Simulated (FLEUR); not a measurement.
# Al (P6_3/mmc) in FLEUR: notebook

The runs below take Al through band structure, equation of state, with r2SCAN.

Program: FLEUR MaX-R8.1 (later development tree). These are calculated values, not measurements. Logs are shortened: lines on timing, memory, paths and dates and some standing lists are left out, and cuts for length are marked.

## (1) The crystal as given

Symmetry: P6_3/mmc, No. 194, hexagonal system. The conventional cell has a = 2.827 Å, b = 2.827 Å, c = 9.186 Å, α = 90.00°, β = 90.00°, γ = 120.00°. Al (site symmetry -6m2) is surrounded by 12 Al at 2.82 to 2.83 Å. Al (site symmetry -3m) is surrounded by 12 Al at 2.82 to 2.83 Å.

This isn't the form of Al at room conditions, which is fcc.

## (2) Band structure, r2SCAN

File inp.xml:

```xml
<?xml version="1.0" encoding="UTF-8" standalone="no"?>
<fleurInput fleurInputVersion="0.39">
   <comment>
      Al                                                                                                  
   </comment>
   <calculationSetup>
      <cutoffs Kmax="4.1" Gmax="12.7" GmaxXC="12.7" numbands="0"/>
      <scfLoop itmax="80" minDistance="0.0001" maxIterBroyd="30" imix="Anderson" alpha="0.05" precondParam="0.0" spinf="2.0" sdNocoIR="T"/>
      <coreElectrons ctail="F" frcor="F" kcrel="0" coretail_lmax="0"/>
      <xcFunctional name="LibXC" relativisticCorrections="F">
         <LibXCName exchange="mgga_x_r2scan" correlation="mgga_c_r2scan"/>
         <AuxGGA exchange="117" correlation="130"/>
      </xcFunctional>
      <magnetism jspins="1"/>
      <soc l_soc="F" theta="0.0" phi="0.0" spav="F"/>
      <expertModes spex="0" secvar="F"/>
      <geometryOptimization l_f="F" forcealpha="1.0" forcemix="BFGS" epsdisp="0.00001" epsforce="0.00001"/>
      <ldaU l_linMix="F" mixParam="0.05" spinf="1.0"/>
   </calculationSetup>
   <cell>
      <bzIntegration valenceElectrons="44.0" mode="hist" fermiSmearingEnergy="0.00183747">
         <kPointListSelection listName="default-1"/>
         <!-- k-points included here -->
         <xi:include xmlns:xi="http://www.w3.org/2001/XInclude" href="kpts.xml"> </xi:include>
      </bzIntegration>
      <!-- symmetry operations included here -->
      <xi:include xmlns:xi="http://www.w3.org/2001/XInclude" href="sym.xml"> </xi:include>
      <bulkLattice scale="1.0">
         <bravaisMatrix>
            <row-1>    5.3424013088871662     0.0000000000000000     0.0000000000000000</row-1>
            <row-2>   -2.6712006544435831     4.6266552506838732     0.0000000000000000</row-2>
            <row-3>    0.0000000000000000     0.0000000000000000    17.3590110847735559</row-3>
         </bravaisMatrix>
      </bulkLattice>
   </cell>
   <atomSpecies>
      <species name="Aluminum (Al)" element="Al" atomicNumber="13">
         <mtSphere radius="2.47" gridPoints="817" logIncrement="0.014"/>
         <atomicCutoffs lmax="10" lnonsphr="10"/>
         <electronConfig flipSpins="F">
            <coreConfig>(1s1/2)</coreConfig>
            <valenceConfig>(2s1/2) (2p1/2) (2p3/2) (3s1/2) (3p1/2) (3p3/2)</valenceConfig>
            <stateOccupation state="(3p1/2)" spinUp="0.166667" spinDown="0.166667"/>
            <stateOccupation state="(3p3/2)" spinUp="0.333333" spinDown="0.333333"/>
         </electronConfig>
         <energyParameters s="3" p="3" d="3" f="4"/>
         <lo type="SCLO" l="0" n="2" eDeriv="0"/>
         <lo type="SCLO" l="1" n="2" eDeriv="0"/>
         <lo type="SCLO" l="2" n="3" eDeriv="2"/>
         <lo type="SCLO" l="3" n="4" eDeriv="2"/>
      </species>
   </atomSpecies>
   <atomGroups>
      <atomGroup species="Aluminum (Al)">
         <relPos label="                   1">-1.000/3.000 1.000/3.000 -1.000/4.000</relPos>
         <relPos label="                   3">1.000/3.000 -1.000/3.000 1.000/4.000</relPos>
         <force calculate="T" relaxXYZ="TTT"/>
      </atomGroup>
      <atomGroup species="Aluminum (Al)">
         <relPos label="                   2">.0000000000 .0000000000 1.000/2.000</relPos>
         <relPos label="                   4">.0000000000 .0000000000 .0000000000</relPos>
         <force calculate="T" relaxXYZ="TTT"/>
      </atomGroup>
   </atomGroups>
   <output dos="F" band="F" slice="F">
      <checks vchk="F" cdinf="F"/>
      <bandDOS minEnergy="-.5*Htr" maxEnergy="0.5*Htr" sigma="0.015" storeEVData="T"/>
      <vacuumDOS vacdos="F" integ="F" star="F" nstars="0" locx1="0.0" locy1="0.0" locx2="0.0" locy2="0.0" nstm="0" tworkf="0.0"/>
      <unfoldingBand unfoldBand="F" supercellX="1" supercellY="1" supercellZ="1"/>
      <plotting iplot="0" polar="F">
         <plot TwoD="T" vec1="  1.0  0.0  0.0" vec2="  0.0  1.0  0.0" vec3="  0.0  0.0  1.0" zero="  0.0  0.0  0.0" file="plot"/>
      </plotting>
      <chargeDensitySlicing numkpt="0" minEigenval="0.0" maxEigenval="0.0" nnne="0" pallst="F"/>
      <specialOutput eonly="F"/>
      <moessbauerParams electricFieldGradient="T" isomerShift="T" coreHyperfine="T" valenceHyperfine="T"/>
      <magneticCircularDichroism mcd="F" energyLo="-10.0" energyUp="0.0"/>
   </output>
  <!-- We include the file relax.xml here to enable relaxations (see documentation) -->
  <xi:include xmlns:xi="http://www.w3.org/2001/XInclude" href="relax.xml"> <xi:fallback/> </xi:include>
</fleurInput>
```

File crystal.txt:

```
Al
&input cartesian=F /
2.8270770242  0.0000000000  0.0000000000
-1.4135385121  2.4483205214  0.0000000000
0.0000000000  0.0000000000  9.1859930700
1.8897261246
1.0 1.0 1.0

4
13 0.6666666666  0.3333333332  0.7500000000
13 -0.0000000001  -0.0000000001  0.5000000000
13 0.3333333332  0.6666666666  0.2500000000
13 -0.0000000001  -0.0000000001  0.0000000000

&kpt div1=11 div2=11 div3=3 gamma=T /
```

File inp.xml (bands):

```
<?xml version="1.0" encoding="UTF-8" standalone="no"?>
<fleurInput fleurInputVersion="0.39">
   <comment>
      Al                                                                                                  
   </comment>
   <calculationSetup>
      <cutoffs Kmax="4.1" Gmax="12.7" GmaxXC="12.7" numbands="0"/>
      <scfLoop itmax="80" minDistance="0.0001" maxIterBroyd="30" imix="Anderson" alpha="0.05" precondParam="0.0" spinf="2.0" sdNocoIR="T"/>
      <coreElectrons ctail="F" frcor="F" kcrel="0" coretail_lmax="0"/>
      <xcFunctional name="LibXC" relativisticCorrections="F">
         <LibXCName exchange="mgga_x_r2scan" correlation="mgga_c_r2scan"/>
         <AuxGGA exchange="117" correlation="130"/>
      </xcFunctional>
      <magnetism jspins="1"/>
      <soc l_soc="F" theta="0.0" phi="0.0" spav="F"/>
      <expertModes spex="0" secvar="F"/>
      <geometryOptimization l_f="F" forcealpha="1.0" forcemix="BFGS" epsdisp="0.00001" epsforce="0.00001"/>
      <ldaU l_linMix="F" mixParam="0.05" spinf="1.0"/>
   </calculationSetup>
   <cell>
      <bzIntegration valenceElectrons="44.0" mode="hist" fermiSmearingEnergy="0.00183747">
         <kPointListSelection listName="path-1"/>
         <!-- k-points included here -->
         <xi:include xmlns:xi="http://www.w3.org/2001/XInclude" href="kpts.xml"> </xi:include>
      </bzIntegration>
      <!-- symmetry operations included here -->
      <xi:include xmlns:xi="http://www.w3.org/2001/XInclude" href="sym.xml"> </xi:include>
      <bulkLattice scale="1.0">
         <bravaisMatrix>
            <row-1>    5.3424013088871662     0.0000000000000000     0.0000000000000000</row-1>
            <row-2>   -2.6712006544435831     4.6266552506838732     0.0000000000000000</row-2>
            <row-3>    0.0000000000000000     0.0000000000000000    17.3590110847735559</row-3>
         </bravaisMatrix>
      </bulkLattice>
   </cell>
   <atomSpecies>
      <species name="Aluminum (Al)" element="Al" atomicNumber="13">
         <mtSphere radius="2.47" gridPoints="817" logIncrement="0.014"/>
         <atomicCutoffs lmax="10" lnonsphr="10"/>
         <electronConfig flipSpins="F">
            <coreConfig>(1s1/2)</coreConfig>
            <valenceConfig>(2s1/2) (2p1/2) (2p3/2) (3s1/2) (3p1/2) (3p3/2)</valenceConfig>
            <stateOccupation state="(3p1/2)" spinUp="0.166667" spinDown="0.166667"/>
            <stateOccupation state="(3p3/2)" spinUp="0.333333" spinDown="0.333333"/>
         </electronConfig>
         <energyParameters s="3" p="3" d="3" f="4"/>
         <lo type="SCLO" l="0" n="2" eDeriv="0"/>
         <lo type="SCLO" l="1" n="2" eDeriv="0"/>
         <lo type="SCLO" l="2" n="3" eDeriv="2"/>
         <lo type="SCLO" l="3" n="4" eDeriv="2"/>
      </species>
   </atomSpecies>
   <atomGroups>
      <atomGroup species="Aluminum (Al)">
         <relPos label="                   1">-1.000/3.000 1.000/3.000 -1.000/4.000</relPos>
         <relPos label="                   3">1.000/3.000 -1.000/3.000 1.000/4.000</relPos>
         <force calculate="T" relaxXYZ="TTT"/>
      </atomGroup>
      <atomGroup species="Aluminum (Al)">
         <relPos label="                   2">.0000000000 .0000000000 1.000/2.000</relPos>
         <relPos label="                   4">.0000000000 .0000000000 .0000000000</relPos>
         <force calculate="T" relaxXYZ="TTT"/>
      </atomGroup>
   </atomGroups>
   <output dos="F" band="T" slice="F">
      <checks vchk="F" cdinf="F"/>
      <bandDOS minEnergy="-.5*Htr" maxEnergy="0.5*Htr" sigma="0.015" storeEVData="T"/>
      <vacuumDOS vacdos="F" integ="F" star="F" nstars="0" locx1="0.0" locy1="0.0" locx2="0.0" locy2="0.0" nstm="0" tworkf="0.0"/>
      <unfoldingBand unfoldBand="F" supercellX="1" supercellY="1" supercellZ="1"/>
      <plotting iplot="0" polar="F">
         <plot TwoD="T" vec1="  1.0  0.0  0.0" vec2="  0.0  1.0  0.0" vec3="  0.0  0.0  1.0" zero="  0.0  0.0  0.0" file="plot"/>
      </plotting>
      <chargeDensitySlicing numkpt="0" minEigenval="0.0" maxEigenval="0.0" nnne="0" pallst="F"/>
      <specialOutput eonly="F"/>
      <moessbauerParams electricFieldGradient="T" isomerShift="T" coreHyperfine="T" valenceHyperfine="T"/>
      <magneticCircularDichroism mcd="F" energyLo="-10.0" energyUp="0.0"/>
   </output>
  <!-- We include the file relax.xml here to enable relaxations (see documentation) -->
  <xi:include xmlns:xi="http://www.w3.org/2001/XInclude" href="relax.xml"> <xi:fallback/> </xi:include>
</fleurInput>
```

Potentials or basis: all-electron, FLAPW.

Launch:

```
$ inpgen -f crystal.txt -profile fastHighL
$ # inp.xml edited to the form shown
$ fleur_MPI
$ fleur_MPI   # second run, on inp.xml (bands)
```

Output:

```text
Welcome to FLEUR        (www.flapw.de)
      MaX-Release 8.1          (www.max-centre.eu)
 func_ids         498         497         498         497
 MetaGGA potential functional detected - V_tau will be computed
 Auxiliary Potential for radial basis: exchange=         117  correlation=         130
The functional 'Re-regularized SCAN exchange by Furness et al' is an exchange functional, it belongs to the 'MGGA' family and is defined in the reference(s):
[1] J. W. Furness, A. D. Kaplan, J. Ning, J. P. Perdew, and J. Sun.,  J. Phys. Chem. Lett. 11, 8208-8215 (2020)
[2] J. W. Furness, A. D. Kaplan, J. Ning, J. P. Perdew, and J. Sun.,  J. Phys. Chem. Lett. 11, 9248-9248 (2020)
The functional 'Re-regularized SCAN correlation by Furness et al' is a correlation functional, it belongs to the 'MGGA' family and is defined in the reference(s):
[1] J. W. Furness, A. D. Kaplan, J. Ning, J. P. Perdew, and J. Sun.,  J. Phys. Chem. Lett. 11, 8208-8215 (2020)
[2] J. W. Furness, A. D. Kaplan, J. Ning, J. P. Perdew, and J. Sun.,  J. Phys. Chem. Lett. 11, 9248-9248 (2020)
 Using same functional for VXC and EXC

 ========== k-point set info ==========
 Selected k-point list: default-1
 k-point list type: mesh
 11 x 11 x 3
 Number of k points: 32

 ------------Calculation Setup---------------------------
 Number of MPI-tasks      :            1
 Number of PE/node        :            1
 Number of OMP-threads    :            1
 Most efficient MPI parallelization for:
           1           2           4           8          16          32
 Additional eigenvalue parallelization possible
 Number of basis functions:          627
 Approximate size of matrices (H+S) per k-point:         0.006 GB
 --------------------------------------------------------
The functional 'Hammer, Hansen, and Norskov' is an exchange functional, it belongs to the 'GGA' family and is defined in the reference(s):
[1] B. Hammer, L. B. Hansen, and J. K. Nørskov.,  Phys. Rev. B 59, 7413 (1999)
The functional 'Perdew, Burke & Ernzerhof' is a correlation functional, it belongs to the 'GGA' family and is defined in the reference(s):
[1] J. P. Perdew, K. Burke, and M. Ernzerhof.,  Phys. Rev. Lett. 77, 3865 (1996)
[2] J. P. Perdew, K. Burke, and M. Ernzerhof.,  Phys. Rev. Lett. 78, 1396 (1997)
 Using same functional for VXC and EXC
 Using auxiliary GGA potential for the first iteration of MetaGGA calculation.
 Reset of history
 Reset of history
 Iteration:     1   Distance:      11.60190710 me/bohr^3
The functional 'Hammer, Hansen, and Norskov' is an exchange functional, it belongs to the 'GGA' family and is defined in the reference(s):
[1] B. Hammer, L. B. Hansen, and J. K. Nørskov.,  Phys. Rev. B 59, 7413 (1999)
The functional 'Perdew, Burke & Ernzerhof' is a correlation functional, it belongs to the 'GGA' family and is defined in the reference(s):
[1] J. P. Perdew, K. Burke, and M. Ernzerhof.,  Phys. Rev. Lett. 77, 3865 (1996)
[2] J. P. Perdew, K. Burke, and M. Ernzerhof.,  Phys. Rev. Lett. 78, 1396 (1997)
 Using same functional for VXC and EXC
 Iteration:     2   Distance:      11.30325689 me/bohr^3
The functional 'Hammer, Hansen, and Norskov' is an exchange functional, it belongs to the 'GGA' family and is defined in the reference(s):
[1] B. Hammer, L. B. Hansen, and J. K. Nørskov.,  Phys. Rev. B 59, 7413 (1999)
The functional 'Perdew, Burke & Ernzerhof' is a correlation functional, it belongs to the 'GGA' family and is defined in the reference(s):
[1] J. P. Perdew, K. Burke, and M. Ernzerhof.,  Phys. Rev. Lett. 77, 3865 (1996)
[2] J. P. Perdew, K. Burke, and M. Ernzerhof.,  Phys. Rev. Lett. 78, 1396 (1997)
 Using same functional for VXC and EXC
 Iteration:     3   Distance:      10.70374570 me/bohr^3
The functional 'Hammer, Hansen, and Norskov' is an exchange functional, it belongs to the 'GGA' family and is defined in the reference(s):
[1] B. Hammer, L. B. Hansen, and J. K. Nørskov.,  Phys. Rev. B 59, 7413 (1999)
The functional 'Perdew, Burke & Ernzerhof' is a correlation functional, it belongs to the 'GGA' family and is defined in the reference(s):
[1] J. P. Perdew, K. Burke, and M. Ernzerhof.,  Phys. Rev. Lett. 77, 3865 (1996)
[2] J. P. Perdew, K. Burke, and M. Ernzerhof.,  Phys. Rev. Lett. 78, 1396 (1997)
 Using same functional for VXC and EXC
 Iteration:     4   Distance:       0.78603044 me/bohr^3
The functional 'Hammer, Hansen, and Norskov' is an exchange functional, it belongs to the 'GGA' family and is defined in the reference(s):
[1] B. Hammer, L. B. Hansen, and J. K. Nørskov.,  Phys. Rev. B 59, 7413 (1999)
The functional 'Perdew, Burke & Ernzerhof' is a correlation functional, it belongs to the 'GGA' family and is defined in the reference(s):
[1] J. P. Perdew, K. Burke, and M. Ernzerhof.,  Phys. Rev. Lett. 77, 3865 (1996)
[2] J. P. Perdew, K. Burke, and M. Ernzerhof.,  Phys. Rev. Lett. 78, 1396 (1997)
 Using same functional for VXC and EXC
 Iteration:     5   Distance:       0.52323192 me/bohr^3
The functional 'Hammer, Hansen, and Norskov' is an exchange functional, it belongs to the 'GGA' family and is defined in the reference(s):
[... 25 lines left out ...]
 Using same functional for VXC and EXC
 Iteration:     9   Distance:       0.00496268 me/bohr^3
The functional 'Hammer, Hansen, and Norskov' is an exchange functional, it belongs to the 'GGA' family and is defined in the reference(s):
[1] B. Hammer, L. B. Hansen, and J. K. Nørskov.,  Phys. Rev. B 59, 7413 (1999)
The functional 'Perdew, Burke & Ernzerhof' is a correlation functional, it belongs to the 'GGA' family and is defined in the reference(s):
[1] J. P. Perdew, K. Burke, and M. Ernzerhof.,  Phys. Rev. Lett. 77, 3865 (1996)
[2] J. P. Perdew, K. Burke, and M. Ernzerhof.,  Phys. Rev. Lett. 78, 1396 (1997)
 Using same functional for VXC and EXC
 Iteration:    10   Distance:       0.00061700 me/bohr^3
The functional 'Hammer, Hansen, and Norskov' is an exchange functional, it belongs to the 'GGA' family and is defined in the reference(s):
[1] B. Hammer, L. B. Hansen, and J. K. Nørskov.,  Phys. Rev. B 59, 7413 (1999)
The functional 'Perdew, Burke & Ernzerhof' is a correlation functional, it belongs to the 'GGA' family and is defined in the reference(s):
[1] J. P. Perdew, K. Burke, and M. Ernzerhof.,  Phys. Rev. Lett. 77, 3865 (1996)
[2] J. P. Perdew, K. Burke, and M. Ernzerhof.,  Phys. Rev. Lett. 78, 1396 (1997)
 Using same functional for VXC and EXC
 Iteration:    11   Distance:       0.00022972 me/bohr^3
The functional 'Hammer, Hansen, and Norskov' is an exchange functional, it belongs to the 'GGA' family and is defined in the reference(s):
[1] B. Hammer, L. B. Hansen, and J. K. Nørskov.,  Phys. Rev. B 59, 7413 (1999)
The functional 'Perdew, Burke & Ernzerhof' is a correlation functional, it belongs to the 'GGA' family and is defined in the reference(s):
[1] J. P. Perdew, K. Burke, and M. Ernzerhof.,  Phys. Rev. Lett. 77, 3865 (1996)
[2] J. P. Perdew, K. Burke, and M. Ernzerhof.,  Phys. Rev. Lett. 78, 1396 (1997)
 Using same functional for VXC and EXC
 Iteration:    12   Distance:       0.00003759 me/bohr^3

 ********************************************************************
 Run finished successfully
 Stop message:
   all done
 ********************************************************************
```

It took 81 s on 1 thread of Arm Neoverse V2, shared host; peak memory 0.1 GiB.

What came out:

```yaml
Free_energy: -26441.2023 eV
Band_gap_along_the_path: none (metal or under the smearing width)
Valence_electrons_inside_the_program's_atomic_spheres: Al 9.78, 9.77 (radii Al 2.47 bohr)
```

Levels at the corners of the path, in eV from the Fermi level:
| point | band 20 | band 21 | band 22 | band 23 | band 24 | band 25 |
| --- | --- | --- | --- | --- | --- | --- |
| Γ | -5.17 | -4.56 | 3.82 | 3.82 | 11.63 | 11.63 |
| M | -4.36 | -3.53 | -3.52 | 0.78 | 1.20 | 1.58 |
| K | -2.70 | -2.34 | -2.34 | -1.46 | -1.46 | -0.86 |
| Γ | -5.17 | -4.56 | 3.82 | 3.82 | 11.63 | 11.63 |
| A | -8.03 | -0.89 | -0.89 | 9.13 | 9.13 | 11.99 |
| L | -5.26 | -2.04 | -2.04 | -1.31 | -1.31 | 5.01 |
| H | -3.35 | -3.14 | -3.14 | -0.31 | -0.31 | 0.59 |
| A | -8.03 | -0.89 | -0.89 | 9.13 | 9.13 | 11.99 |
| L | -5.26 | -2.04 | -2.04 | -1.31 | -1.31 | 5.01 |
| M | -4.36 | -3.53 | -3.52 | 0.78 | 1.20 | 1.58 |
| K | -2.70 | -2.34 | -2.34 | -1.46 | -1.46 | -0.86 |
| H | -3.35 | -3.14 | -3.14 | -0.31 | -0.31 | 0.59 |

Core levels (eV from the Fermi level):
```
atom         levels
1 Al  1s1/2 -1506.5
2 Al  1s1/2 -1506.5
3 Al  1s1/2 -1506.5
4 Al  1s1/2 -1506.5
```

Caveat: the meta-GGA is that of a development version, with a GGA for the radial functions and cores and without core tails.

## (3) Equation of state, r2SCAN, 14.94 Å³/atom (volume scaled by 0.94)

Changes to inp.xml since step 2:

```diff
@@ -27,3 +27,3 @@
       <xi:include xmlns:xi="http://www.w3.org/2001/XInclude" href="sym.xml"> </xi:include>
-      <bulkLattice scale="1.0">
+      <bulkLattice scale="0.9795861087">
          <bravaisMatrix>
@@ -37,3 +37,3 @@
       <species name="Aluminum (Al)" element="Al" atomicNumber="13">
-         <mtSphere radius="2.47" gridPoints="817" logIncrement="0.014"/>
+         <mtSphere radius="2.39" gridPoints="817" logIncrement="0.014"/>
          <atomicCutoffs lmax="10" lnonsphr="10"/>
```

Potentials or basis: all-electron, FLAPW.

Launch:

```
$ inpgen -f crystal.txt -profile fastHighL
$ # inp.xml edited to the form shown
$ fleur_MPI
```

Run time: 70 s. Hardware: 1 thread of Arm Neoverse V2, shared host; peak memory 0.1 GiB.

Results (log left out):

```yaml
Free_energy: -26441.1165 eV
Band_gap_on_the_k_mesh: none (metal or under the smearing width)
Valence_electrons_inside_the_program's_atomic_spheres: Al 9.69, 9.68 (radii Al 2.39 bohr)
```

Caveat: the meta-GGA is that of a development version, with a GGA for the radial functions and cores and without core tails.

## (4) Equation of state, r2SCAN, 15.26 Å³/atom (volume scaled by 0.96)

Changes to inp.xml since step 3:

```diff
@@ -27,3 +27,3 @@
       <xi:include xmlns:xi="http://www.w3.org/2001/XInclude" href="sym.xml"> </xi:include>
-      <bulkLattice scale="0.9795861087">
+      <bulkLattice scale="0.9864848297">
          <bravaisMatrix>
```

Launch:

```
$ inpgen -f crystal.txt -profile fastHighL
$ # inp.xml edited to the form shown
$ fleur_MPI
```

Run time: 72 s. Hardware: 1 thread of Arm Neoverse V2, shared host; peak memory 0.1 GiB.

The run converged. Its results:

* Free energy: -26441.1636 eV
* Band gap on the k mesh: none (metal or under the smearing width)
* Valence electrons inside the program's atomic spheres: Al 9.66, 9.65 (radii Al 2.39 bohr)

Caveat: the meta-GGA is that of a development version, with a GGA for the radial functions and cores and without core tails.

## (5) Equation of state, r2SCAN, 15.90 Å³/atom

Changes to inp.xml since step 4:

```diff
@@ -27,3 +27,3 @@
       <xi:include xmlns:xi="http://www.w3.org/2001/XInclude" href="sym.xml"> </xi:include>
-      <bulkLattice scale="0.9864848297">
+      <bulkLattice scale="1.0000000000">
          <bravaisMatrix>
```

Launch:

```
$ inpgen -f crystal.txt -profile fastHighL
$ # inp.xml edited to the form shown
$ fleur_MPI
```

Wall time 70 s (1 thread of Arm Neoverse V2, shared host); peak memory 0.09 GiB.

It converged, with:

* Free energy: -26441.2050 eV
* Band gap on the k mesh: none (metal or under the smearing width)
* Valence electrons inside the program's atomic spheres: Al 9.60 (radii Al 2.39 bohr)

Caveat: the meta-GGA is that of a development version, with a GGA for the radial functions and cores and without core tails.

[end of part 1 of 2]
